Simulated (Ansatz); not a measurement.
# AlCo: which structure wins at one pressure

Which of rocksalt, CsCl, WC, NiAs, zincblende has the lowest enthalpy for AlCo at one common pressure? Methods of the runs shown: LAPW. Companion runs by PAW are cited.

Computed with Ansatz 0.2.0 (DFT, PBE, all-electron LAPW, scalar-relativistic, unless a step's input says otherwise).

### Step 1. The system as given

The structure is cubic, space group Fm-3m (No. 225). The conventional cell has a = 4.792 Å, b = 4.792 Å, c = 4.792 Å, α = 90.00°, β = 90.00°, γ = 90.00°. Co (site symmetry m-3m) is surrounded by 6 Al at 2.40 Å. Al (site symmetry m-3m) is surrounded by 6 Co at 2.40 Å.

Coordinates:

```cif
data_structure
_symmetry_space_group_name_H-M 'Fm-3m'
_symmetry_Int_Tables_number 225
_cell_length_a 4.7920
_cell_length_b 4.7920
_cell_length_c 4.7920
_cell_angle_alpha 90.000
_cell_angle_beta 90.000
_cell_angle_gamma 90.000
_cell_volume 110.04
loop_
_atom_site_label
_atom_site_type_symbol
_atom_site_symmetry_multiplicity
_atom_site_Wyckoff_symbol
_atom_site_fract_x
_atom_site_fract_y
_atom_site_fract_z
_atom_site_occupancy
Co1 Co 4 a 0.00000 0.00000 0.00000 1
Al1 Al 4 b 0.50000 0.00000 0.00000 1
```

The file gives the conventional cell by its symmetry; the runs use the cell typed in the input.

Atoms are numbered in the order of the input: Co1, Al2.

### Step 2. Rocksalt relaxed under pressure, LAPW

The input, input.yaml:

```yaml
crystal:
  lattice:
    - [0.0, 2.3959821988, 2.3959821988]
    - [2.3959821988, 0.0, 2.3959821988]
    - [2.3959821988, 2.3959821988, 0.0]
  atoms:
    - { symbol: Co, position: [0.0, 0.0, 0.0] }
    - { symbol: Al, position: [0.5, 0.5, 0.5] }
kpoints:
  mp_grid: { grid: [14, 14, 14] }
scf:
  occupations: { method: fermi_dirac, width: 0.1 }
hamiltonian:
  xc: pbe
  pseudopotentials: { kind: all_electron, lapw: { basis_error: 0.0005 } }
output:
  forces: true
  stress: true
  eigenvalues: true
relax:
  f_tol: 0.005
  max_steps: 12
  cell: { p_target: 0.03, stress_tol: 0.03 }
```

The run is started by

```
$ ansatz run input.yaml --threads 1 --pin off --max-ram 3584MiB --backend cpu --events-out ev --progress --plain --runs-dir out
```

Output, cut to the lines that bear on the results:

```text
[...]
LAPW: plane waves up to 9.293 Å⁻¹, error target 5.0e-4 eV per atom; small_component_spin mean_spin; Al in spheres of 1.075 Å, 11 of its electrons in bands, Dirac shells []; Co in spheres of 1.249 Å, 17 of its electrons in bands, Dirac shells []
[...]
Pseudopotentials: kind: all_electron
Pseudopotential: Co, LAPW, valence charge 17, Koelling and Harmon's equation, gaussian nucleus
Pseudopotential: Al, LAPW, valence charge 11, Koelling and Harmon's equation, gaussian nucleus
Functional definition: PBE
[...]
Crystal: 2 atoms, lattice volume = 27.509 Å³
Basis set: ecut = 329.02418864416273 eV, 339 PW (Γ), exchange–correlation at level 2
Bands: 18, of which v1, the nominal top of the filled ones, is band 14 counted from 1 (13 counted from 0)
Symmetry: 48 space group operations
Space group: Fm-3m (ITA 225), of the structure as read, at distance tolerance 3.0e-5 Å
k-points: 104 of 2744
[...]
SCF iter   1: F=—  HF=-44525.656578 eV  |F-HF|=—  |Δ(HF+E_count)|=         —  Δρ=6.82e-2  dr2=1.81e0  ethr=6.48e-3  ⟨swp⟩=2.0  Hψ=12221  notcnv=0
[...]
the basis was enlarged: its passes take 120.8 KiB over the memory plan, 1 of 1 planned eigensolver slots
[...]
relax step   1: F+E_penalty+E_count = -44524.63891940 eV  Δ(F+E_penalty+E_count) = +0.000e0 eV  max|allowed force component| = 1.150e-30 eV/Å  Δτ_max = 0.0000 Å  P = -0.003 GPa  Ω = 27.509 Å³  (9 SCF iters, accepted)
[...]
SCF converged after 2 iterations
Free energy (F): -44524.638919 eV
[...]
E sigma→0 (E₀):  -44524.608701 eV
Entropy (-TS):   -0.060437 eV (-30.219 meV/atom)
Fermi energy:    12.833831 eV
[...]
--- Forces (eV/Å), atoms counted from 1 ---
  atom   1  Co     0.00000000     0.00000000     0.00000000
  atom   2  Al    -0.00000000    -0.00000000    -0.00000000
[...]
--- Stress (GPa, compression-positive) ---
        0.014814      -0.000000       0.000000
       -0.000000       0.014814       0.000000
        0.000000       0.000000       0.014814
  P = ⅓ Tr σ = 0.0148 GPa (0.148 kbar)
--- Band table (eV; the first three rows and the last of 104) ---
  k-point 0: bands = ["-89.7684", "-81.3092", "-51.2298", "-51.2298", "-51.2298", "-44.6483", "-44.6483", "-44.6483", "3.0848", "11.4248", "11.4248", "11.4248", "11.5687", "11.5687", "20.0854", "20.0854", "20.0854", "23.9984"]
[...]
--- Relaxed structure (2 steps of the walk, 2 accepted, 1 SCFs on fresh bases) ---
  F+E_penalty+E_count = -44524.63891920 eV   max|allowed force component| = 6.903e-31 eV/Å   (the final SCF, on the basis selected at the relaxed cell)
  cell:  # Å, volume = 27.5054 Å³
    - [2.1957503432986318e-34, 2.395865993933586, 2.395865993933586]
    - [2.395865993933586, 3.057223219737354e-34, 2.395865993933586]
    - [2.395865993933586, 2.395865993933586, 1.176675936719514e-34]
  atoms:
    - { symbol: Co, position: [-1.3082950298056144e-38, 1.2265265904427634e-38, 4.6608010436825e-38] }
    - { symbol: Al, position: [0.5, 0.5, 0.5] }
```

Run time: 41 s. Hardware: 1 thread of Arm Neoverse V1, shared host; peak memory 0.47 GiB.

Step by step:

```csv
step,energy from step 1 (eV/cell),largest force component (eV/Å),pressure (GPa),volume (Å³)
1,0.0000,0.0000,0.00,27.51
2,0.0000,0.0000,0.01,27.51
3,0.0000,0.0000,0.01,27.51
```

Step 1 is the start. Step 3 repeats the geometry before on a plane-wave basis chosen anew for that cell, so the energy can jump there without any move; the table keeps such jumps.

| input's cell | before | after | change |
| --- | --- | --- | --- |
| a (Å) | 3.388 | 3.388 | -0.0 % |
| b (Å) | 3.388 | 3.388 | -0.0 % |
| c (Å) | 3.388 | 3.388 | -0.0 % |
| volume (Å³/atom) | 13.75 | 13.75 | -0.0 % |

This run gives: pressure 0.01 GPa; no gap.

### Step 3. CsCl relaxed under pressure, LAPW

input.yaml, as its differences from that of step 2:

```diff
@@ -2,5 +2,5 @@
   lattice:
-    - [0.0, 2.3959821988, 2.3959821988]
-    - [2.3959821988, 0.0, 2.3959821988]
-    - [2.3959821988, 2.3959821988, 0.0]
+    - [2.852615984, 0.0, 0.0]
+    - [0.0, 2.852615984, 0.0]
+    - [0.0, 0.0, 2.852615984]
   atoms:
```

The run is started by

```
$ ansatz run input.yaml --threads 1 --pin off --max-ram 3584MiB --backend cpu --events-out ev --progress --plain --runs-dir out
```

Output, cut to the lines that bear on the results:

```text
[...]
LAPW: plane waves up to 8.953 Å⁻¹, error target 5.0e-4 eV per atom; small_component_spin mean_spin; Al in spheres of 1.106 Å, 11 of its electrons in bands, Dirac shells []; Co in spheres of 1.290 Å, 17 of its electrons in bands, Dirac shells []
[...]
Pseudopotentials: kind: all_electron
Pseudopotential: Co, LAPW, valence charge 17, Koelling and Harmon's equation, gaussian nucleus
Pseudopotential: Al, LAPW, valence charge 11, Koelling and Harmon's equation, gaussian nucleus
Functional definition: PBE
[...]
Crystal: 2 atoms, lattice volume = 23.213 Å³
Basis set: ecut = 305.42656430771274 eV, 257 PW (Γ), exchange–correlation at level 2
Bands: 18, of which v1, the nominal top of the filled ones, is band 14 counted from 1 (13 counted from 0)
Symmetry: 48 space group operations
Space group: Pm-3m (ITA 221), of the structure as read, at distance tolerance 2.9e-5 Å
k-points: 120 of 2744
[...]
        0.011719      -0.000000      -0.000000
       -0.000000       0.011719       0.000000
       -0.000000       0.000000       0.011719
  P = ⅓ Tr σ = 0.0117 GPa (0.117 kbar)
--- Band table (eV; the first three rows and the last of 120) ---
  k-point 0: bands = ["-86.6546", "-78.7782", "-48.1096", "-48.1096", "-48.1096", "-42.0721", "-42.0721", "-42.0721", "4.8681", "12.9951", "12.9951", "15.1215", "15.1215", "15.1215", "21.8737", "21.8737", "21.8737", "24.6778"]
[...]
--- Relaxed structure (2 steps of the walk, 2 accepted, 1 SCFs on fresh bases) ---
  F+E_penalty+E_count = -44526.30154843 eV   max|allowed force component| = 1.643e-31 eV/Å   (the final SCF, on the basis selected at the relaxed cell)
  cell:  # Å, volume = 23.2096 Å³
    - [2.8524807722413903, -1.0030885127016853e-36, -2.0061770254033706e-36]
    - [-1.0030885127016853e-36, 2.8524807722413903, 0.0]
    - [-2.0061770254033706e-36, 0.0, 2.8524807722413903]
  atoms:
    - { symbol: Co, position: [-1.0988691151471746e-38, 3.02189006665473e-38, 3.296607345441524e-38] }
    - { symbol: Al, position: [0.5, 0.5, 0.5] }
```

Run time: 43 s. Hardware: 1 thread of Arm Neoverse V1, shared host; peak memory 0.46 GiB.

Relaxation path:

```csv
step,energy from step 1 (eV/cell),largest force component (eV/Å),pressure (GPa),volume (Å³)
1,0.0000,0.0000,-0.01,23.21
2,0.0000,0.0000,0.01,23.21
3,0.0000,0.0000,0.01,23.21
```

Step 1 is the start. Step 3 repeats the geometry before on a plane-wave basis chosen anew for that cell, so the energy can jump there without any move; the table keeps such jumps.

| input's cell | before | after | change |
| --- | --- | --- | --- |
| a (Å) | 2.853 | 2.852 | -0.0 % |
| b (Å) | 2.853 | 2.852 | -0.0 % |
| c (Å) | 2.853 | 2.852 | -0.0 % |
| volume (Å³/atom) | 11.61 | 11.60 | -0.0 % |

Read from it: pressure 0.01 GPa; no gap.

### Step 4. WC relaxed under pressure, LAPW

The input, input.yaml:

```yaml
crystal:
  lattice:
    - [2.7289884087, 0.0, 0.0]
    - [-1.3644942044, 2.3633732886, 0.0]
    - [0.0, 0.0, 3.7883646673]
  atoms:
    - { symbol: Co, position: [0.0, 0.0, 0.0] }
    - { symbol: Al, position: [0.3333333333, 0.6666666667, 0.5] }
kpoints:
  mp_grid: { grid: [14, 14, 12] }
scf:
  occupations: { method: fermi_dirac, width: 0.1 }
hamiltonian:
  xc: pbe
  pseudopotentials: { kind: all_electron, lapw: { basis_error: 0.0005 } }
output:
  forces: true
  stress: true
  eigenvalues: true
relax:
  f_tol: 0.005
  max_steps: 12
  cell: { p_target: 0.03, stress_tol: 0.03 }
```

The run is started by

```
$ ansatz run input.yaml --threads 1 --pin off --max-ram 3584MiB --backend cpu --events-out ev --progress --plain --runs-dir out
```

Output, cut to the lines that bear on the results:

```text
[...]
LAPW: plane waves up to 8.983 Å⁻¹, error target 5.0e-4 eV per atom; small_component_spin mean_spin; Al in spheres of 1.104 Å, 11 of its electrons in bands, Dirac shells []; Co in spheres of 1.286 Å, 17 of its electrons in bands, Dirac shells []
[...]
Pseudopotentials: kind: all_electron
Pseudopotential: Co, LAPW, valence charge 17, Koelling and Harmon's equation, gaussian nucleus
Pseudopotential: Al, LAPW, valence charge 11, Koelling and Harmon's equation, gaussian nucleus
Functional definition: PBE
[...]
Crystal: 2 atoms, lattice volume = 24.434 Å³
Basis set: ecut = 307.42522094187666 eV, 299 PW (Γ), exchange–correlation at level 2
Bands: 18, of which v1, the nominal top of the filled ones, is band 14 counted from 1 (13 counted from 0)
Symmetry: 12 space group operations
Space group: P-6m2 (ITA 187), of the structure as read, at distance tolerance 2.9e-5 Å
[...]
       -0.000000       0.000000       0.034294
  P = ⅓ Tr σ = 0.0157 GPa (0.157 kbar)
--- Band table (eV; the first three rows and the last of 168) ---
  k-point 0: bands = ["-87.6639", "-79.7152", "-49.1274", "-49.1274", "-49.0847", "-43.0061", "-43.0061", "-42.9427", "4.1107", "11.6244", "13.5179", "13.5179", "13.7316", "14.3031", "14.3031", "18.7310", "27.9990", "27.9990"]
[...]
--- Relaxed structure (2 steps of the walk, 2 accepted, 1 SCFs on fresh bases) ---
  F+E_penalty+E_count = -44525.76586173 eV   max|allowed force component| = 2.082e-17 eV/Å   (the final SCF, on the basis selected at the relaxed cell)
  cell:  # Å, volume = 24.4259 Å³
    - [2.7284237085695784, 2.8861560703187292e-11, -3.0187628438469286e-35]
    - [-1.364211854309784, 2.3628842438945745, -1.1049438887932239e-35]
    - [-4.19062772854939e-35, -4.19062772854939e-35, 3.7887480628405967]
  atoms:
    - { symbol: Co, position: [3.0814879110195774e-33, -3.700743415524894e-17, -1.8546030753437107e-68] }
    - { symbol: Al, position: [0.33333333333333337, 0.6666666666666667, 0.5] }
```

It took 1.7 min on 1 thread of Arm Neoverse V1, shared host; peak memory 0.49 GiB.

The steps of the relaxation:

```csv
step,energy from step 1 (eV/cell),largest force component (eV/Å),pressure (GPa),volume (Å³)
1,0.0000,0.0000,-0.03,24.43
2,0.0000,0.0000,0.02,24.43
3,0.0000,0.0000,0.02,24.43
```

Step 1 is the start. Step 3 repeats the geometry before on a plane-wave basis chosen anew for that cell, so the energy can jump there without any move; the table keeps such jumps.

| input's cell | before | after | change |
| --- | --- | --- | --- |
| a (Å) | 2.729 | 2.728 | -0.0 % |
| b (Å) | 2.729 | 2.728 | -0.0 % |
| c (Å) | 3.788 | 3.789 | +0.0 % |
| volume (Å³/atom) | 12.22 | 12.21 | -0.0 % |

In short: pressure 0.02 GPa; no gap.

### Step 5. NiAs at the cell that PAW relaxed, LAPW

The input, input.yaml:

```yaml
crystal:
  lattice:
    - [2.7289467686, 0.0, 0.0]
    - [-1.3644733843, 2.3633372272, 0.0]
    - [0.0, 0.0, 7.5833341311]
  atoms:
    - { symbol: Co, position: [0.0, 0.0, 0.0] }
    - { symbol: Co, position: [0.0, 0.0, 0.5] }
    - { symbol: Al, position: [0.3333333333, 0.6666666667, 0.25] }
    - { symbol: Al, position: [0.6666666667, 0.3333333333, 0.75] }
kpoints:
  mp_grid: { grid: [10, 10, 6] }
scf:
  occupations: { method: fermi_dirac, width: 0.1 }
hamiltonian:
  xc: pbe
  pseudopotentials: { kind: all_electron, lapw: { basis_error: 0.0005 } }
output:
  forces: true
  stress: true
  eigenvalues: true
  populations: true
```

The run is started by

```
$ ansatz run input.yaml --threads 1 --pin off --max-ram 3584MiB --backend cpu --events-out ev --progress --plain --runs-dir out
```

Output, cut to the lines that bear on the results:

```text
Co: projections on atomic orbitals take those of the free atom 1s2 2s2 2p6 3s2 3p6 3d7 4s2, of charge +0.00 (hamiltonian.pseudopotentials.projection_atoms)
Al: projections on atomic orbitals take those of the free atom 1s2 2s2 2p6 3s2 3p1, of charge +0.00 (hamiltonian.pseudopotentials.projection_atoms)
LAPW: plane waves up to 8.647 Å⁻¹, error target 5.0e-4 eV per atom; small_component_spin mean_spin; Al in spheres of 1.136 Å, 11 of its electrons in bands, Dirac shells []; Co in spheres of 1.329 Å, 17 of its electrons in bands, Dirac shells []
[...]
Pseudopotentials: kind: all_electron
Pseudopotential: Co, LAPW, valence charge 17, Koelling and Harmon's equation, gaussian nucleus
Pseudopotential: Al, LAPW, valence charge 11, Koelling and Harmon's equation, gaussian nucleus
Functional definition: PBE
[...]
Crystal: 4 atoms, lattice volume = 48.908 Å³
[...]
SCF converged after 10 iterations
Free energy (F): -89051.513751 eV
[...]
E sigma→0 (E₀):  -89051.447684 eV
Entropy (-TS):   -0.132133 eV (-33.033 meV/atom)
Fermi energy:    14.811182 eV
[...]
--- Forces (eV/Å), atoms counted from 1 ---
  atom   1  Co    -0.00000000     0.00000000     0.00000000
  atom   2  Co    -0.00000000     0.00000000    -0.00000000
  atom   3  Al    -0.00000000    -0.00000000     0.00000000
  atom   4  Al     0.00000000     0.00000000     0.00000000
[...]
--- Stress (GPa, compression-positive) ---
       -0.055243       0.000000      -0.000000
        0.000000      -0.055243      -0.000000
       -0.000000      -0.000000       0.038946
  P = ⅓ Tr σ = -0.0238 GPa (-0.238 kbar)
--- Band table (eV; the first three rows and the last of 56) ---
[...]
--- Löwdin populations: 4 sites ---
  site symbol       q [e]
     0     Co     26.5122
     1     Co     26.5122
     2     Al     13.3099
     3     Al     13.3099
  spilling = 0.004448 (of n_electrons = 80.000000)
```

Run time: 39 s. Hardware: 1 thread of Arm Neoverse V1, shared host; peak memory 0.51 GiB.

This run gives: pressure -0.02 GPa; no gap.

### Step 6. Zincblende relaxed under pressure, LAPW

The input, input.yaml:

```yaml
crystal:
  lattice:
    - [0.0, 2.6673642355, 2.6673642355]
    - [2.6673642355, 0.0, 2.6673642355]
    - [2.6673642355, 2.6673642355, 0.0]
  atoms:
    - { symbol: Co, position: [0.0, 0.0, 0.0] }
    - { symbol: Al, position: [0.25, 0.25, 0.25] }
kpoints:
  mp_grid: { grid: [12, 12, 12] }
scf:
  occupations: { method: fermi_dirac, width: 0.1 }
hamiltonian:
  xc: pbe
  pseudopotentials: { kind: all_electron, lapw: { basis_error: 0.0005 } }
output:
  forces: true
  stress: true
  eigenvalues: true
relax:
  f_tol: 0.005
  max_steps: 12
  cell: { p_target: 0.03, stress_tol: 0.03 }
```

The run is started by

```
$ ansatz run input.yaml --threads 1 --pin off --max-ram 3584MiB --backend cpu --events-out ev --progress --plain --runs-dir out
```

Output, cut to the lines that bear on the results:

```text
[...]
LAPW: plane waves up to 9.710 Å⁻¹, error target 5.0e-4 eV per atom; small_component_spin mean_spin; Al in spheres of 1.038 Å, 11 of its electrons in bands, Dirac shells []; Co in spheres of 1.203 Å, 17 of its electrons in bands, Dirac shells []
[...]
Pseudopotentials: kind: all_electron
Pseudopotential: Co, LAPW, valence charge 17, Koelling and Harmon's equation, gaussian nucleus
Pseudopotential: Al, LAPW, valence charge 11, Koelling and Harmon's equation, gaussian nucleus
Functional definition: PBE
[...]
Crystal: 2 atoms, lattice volume = 37.956 Å³
Basis set: ecut = 359.25043163128066 eV, 561 PW (Γ), exchange–correlation at level 2
Bands: 18, of which v1, the nominal top of the filled ones, is band 14 counted from 1 (13 counted from 0)
Symmetry: 24 space group operations
Space group: F-43m (ITA 216), of the structure as read, at distance tolerance 3.4e-5 Å
[...]
  atom   2  Al    -0.00000000    -0.00000000     0.00000000
[...]
--- Stress (GPa, compression-positive) ---
        0.006858      -0.000000       0.000000
       -0.000000       0.006858      -0.000000
        0.000000      -0.000000       0.006858
  P = ⅓ Tr σ = 0.0069 GPa (0.069 kbar)
--- Band table (eV; the first three rows and the last of 72) ---
  k-point 0: bands = ["-94.3329", "-85.9653", "-55.7967", "-55.7967", "-55.7967", "-49.3049", "-49.3049", "-49.3049", "0.3118", "6.5311", "6.5311", "6.5311", "7.2739", "7.2739", "15.2931", "15.2931", "15.2931", "15.9248"]
[...]
--- Relaxed structure (1 steps of the walk, 1 accepted, 1 SCFs on fresh bases) ---
  F+E_penalty+E_count = -44523.20965450 eV   max|allowed force component| = 6.361e-17 eV/Å   (the final SCF, on the basis selected at the relaxed cell)
  cell:  # Å, volume = 37.9557 Å³
    - [0.0, 2.6673642355, 2.6673642355]
    - [2.6673642355, 0.0, 2.6673642355]
    - [2.6673642355, 2.6673642355, 0.0]
  atoms:
    - { symbol: Co, position: [0.0, 0.0, 0.0] }
    - { symbol: Al, position: [0.25, 0.25, 0.25] }
```

Wall time 50 s (1 thread of Arm Neoverse V1, shared host); peak memory 0.38 GiB.

Step by step:

```csv
step,energy from step 1 (eV/cell),largest force component (eV/Å),pressure (GPa),volume (Å³)
1,0.0000,0.0000,0.01,37.96
2,0.0000,0.0000,0.01,37.96
```

Step 1 is the start. Step 2 repeats the geometry before on a plane-wave basis chosen anew for that cell, so the energy can jump there without any move; the table keeps such jumps.

| input's cell | before | after | change |
| --- | --- | --- | --- |
| a (Å) | 3.772 | 3.772 | +0.0 % |
| b (Å) | 3.772 | 3.772 | +0.0 % |
| c (Å) | 3.772 | 3.772 | +0.0 % |
| volume (Å³/atom) | 18.98 | 18.98 | +0.0 % |

Result: pressure 0.01 GPa; no gap.

### Step 7. All runs together

Rows by PAW come from runs of the same series that aren't printed here.

Enthalpy per atom, H = F + pV at p = 0.03 GPa, from each method's lowest phase:

```
             method       start  space group, start → end  volume (Å³/atom)  pressure (GPa)  enthalpy (meV/atom)
               LAPW    rocksalt             Fm-3m → Fm-3m            13.753             0.0                831.7
               LAPW        CsCl             Pm-3m → Pm-3m            11.605             0.0                  0.0
               LAPW          WC             P-6m2 → P-6m2            12.213             0.0                268.0
LAPW, at PAW's cell        NiAs                  P6_3/mmc            12.227             0.0                272.5
               LAPW  zincblende             F-43m → F-43m            18.978             0.0               1547.3
                PAW    rocksalt             Fm-3m → Fm-3m            13.755             0.0                831.4
                PAW        CsCl             Pm-3m → Pm-3m            11.606             0.0                  0.0
                PAW          WC             P-6m2 → P-6m2            12.217             0.0                268.1
                PAW        NiAs       P6_3/mmc → P6_3/mmc            12.227             0.0                272.6
                PAW  zincblende             F-43m → F-43m            18.978             0.0               1546.4
```

### Step 8. Outcome

| quantity | value |
| --- | --- |
| pressure | 0.03 GPa |
| lowest (LAPW) | CsCl, 268.0 meV/atom under WC |
| lowest (PAW) | CsCl, 268.1 meV/atom under WC |

What this shows: By LAPW the order is CsCl < WC < NiAs < rocksalt < zincblende. By PAW the order is CsCl < WC < NiAs < rocksalt < zincblende. The methods agree on the lowest phase. Only these structures were tried, with electrons smeared by 0.1 eV and without vibrations, so the true ground state may be another. The k meshes differ between phases and weren't tested, which can move differences by some meV. Spin polarisation is left out here, though a magnetic state may lie well lower.
